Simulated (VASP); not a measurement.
# CaSe: forms and broadenings of the independent-particle spectrum

CaSe, Fm-3m (no. 225), 2 atoms in the cell. PBE, independent-particle dielectric function; PAW potentials Se, Ca_sv (PBE set).

## Input

INCAR.step1:
```
SYSTEM = CaSe
PREC = Accurate ; ENCUT = 310
ISMEAR = 0 ; SIGMA = 0.02
EDIFF = 1E-8 ; LASPH = .True.
KPAR = 4 ; LWAVE = .False.
LCHARG = .False. ; LEPSILON = .True.
```

INCAR.step2, as INCAR.step1 but for:
```
- LWAVE = .False.
- LEPSILON = .True.
+ LWAVE = .True.
+ NBANDS = 40
```

INCAR.step3:
```
SYSTEM = CaSe
PREC = Accurate ; ENCUT = 310
ISMEAR = 0 ; SIGMA = 0.02
EDIFF = 1E-7 ; LASPH = .True.
KPAR = 4 ; LWAVE = .False.
LCHARG = .False. ; LOPTICS = .True.
NBANDS = 40 ; NEDOS = 2000
CSHIFT = 0.1 ; ALGO = None
NELM = 1 ; ISTART = 1
```

INCAR.step4, as INCAR.step3 but for:
```
+ LNABLA = .True.
```

INCAR.step5, as INCAR.step4 but for:
```
- LNABLA = .True.
+ LPEAD = .True.
+ IPEAD = 3
```

INCAR.step6, as INCAR.step5 but for:
```
- IPEAD = 3
+ IPEAD = 1
```

INCAR.step7 changes the same tag again: IPEAD = 4.

INCAR.step8, as INCAR.step7 but for:
```
- CSHIFT = 0.1
- LPEAD = .True.
- IPEAD = 4
+ CSHIFT = 0.05
```

INCAR.step9, as INCAR.step8 but for:
```
- CSHIFT = 0.05
+ CSHIFT = 0.3
```

INCAR.step10 changes the same tag again: CSHIFT = 0.2.

INCAR.step11, as INCAR.step10 but for:
```
- ISMEAR = 0
- CSHIFT = 0.2
+ ISMEAR = -5
+ CSHIFT = 0.1
```

INCAR.step12, as INCAR.step11 but for:
```
- ISMEAR = -5
- SIGMA = 0.02
+ ISMEAR = 0
+ SIGMA = 0.2
```

INCAR.step13, as INCAR.step12 but for:
```
- SIGMA = 0.2
+ SIGMA = 0.02
+ OMEGAMAX = 12
```

INCAR.step14, as INCAR.step13 but for:
```
- OMEGAMAX = 12
+ OMEGAMAX = 60
```

KPOINTS:
```
k-points
0
Gamma
  12 12 12
```

POSCAR:
```
CaSe
1.0
    0.0000000000      2.9560000000      2.9560000000
    2.9560000000      0.0000000000      2.9560000000
    2.9560000000      2.9560000000      0.0000000000
Se Ca
1 1
Direct
    0.5000000000      0.5000000000      0.5000000000
    0.0000000000      0.0000000000      0.0000000000
```

Commands (each step's output is kept before the next begins):
```
cat potpaw_PBE.64/Se/POTCAR potpaw_PBE.64/Ca_sv/POTCAR > POTCAR
cp INCAR.step1 INCAR
mpirun -np 4 vasp_std > vasp.out
rm WAVECAR CHG
cp INCAR.step2 INCAR
mpirun -np 4 vasp_std > vasp.out
cp INCAR.step3 INCAR
mpirun -np 4 vasp_std > vasp.out
cp INCAR.step4 INCAR
mpirun -np 4 vasp_std > vasp.out
cp INCAR.step5 INCAR
mpirun -np 4 vasp_std > vasp.out
cp INCAR.step6 INCAR
mpirun -np 4 vasp_std > vasp.out
cp INCAR.step7 INCAR
mpirun -np 4 vasp_std > vasp.out
cp INCAR.step8 INCAR
mpirun -np 4 vasp_std > vasp.out
cp INCAR.step9 INCAR
mpirun -np 4 vasp_std > vasp.out
cp INCAR.step10 INCAR
mpirun -np 4 vasp_std > vasp.out
cp INCAR.step11 INCAR
mpirun -np 4 vasp_std > vasp.out
cp INCAR.step12 INCAR
mpirun -np 4 vasp_std > vasp.out
cp INCAR.step13 INCAR
mpirun -np 4 vasp_std > vasp.out
cp INCAR.step14 INCAR
mpirun -np 4 vasp_std > vasp.out
```

## Result

- Direct gap on the mesh (eV): 2.96
- Gap on the mesh (eV): 2.02
- Bands: 40

One ground state, settings moved in the last step alone:

| Settings | ε at zero frequency | Mean energy of the absorption, weighted by Im ε (eV) | Time (s) |
|---|---|---|---|
| longitudinal form, CSHIFT 0.1 | 6.13 | 6.38 | 3 |
| transversal form (LNABLA) | 6.09 | 6.41 | 3 |
| finite differences (LPEAD), order 3 | 6.12 | 6.38 | 5 |
| finite differences (LPEAD), order 1 | 6.01 | 6.43 | 4 |
| finite differences (LPEAD), order 4 | 6.12 | 6.38 | 6 |
| CSHIFT 0.05 | 6.13 | 6.38 | 3 |
| CSHIFT 0.3 | 6.11 | 6.37 | 3 |
| CSHIFT 0.2 | 6.12 | 6.37 | 3 |
| tetrahedron method | 6.07 | 6.42 | 3 |
| SIGMA 0.2 | 6.13 | 6.38 | 3 |
| OMEGAMAX 12, which cuts the spectrum short | 5.77 | 6.36 | 3 |
| OMEGAMAX 60 | 6.12 | 6.38 | 3 |

The mean energy covers the spectrum up to 12 eV.

On the same mesh, density-functional perturbation theory with local fields gives ε = 5.68.

VASP 6.6.1 took 143 s on 4 cores (Intel Xeon 6975P-C (Granite Rapids)), a shared host.
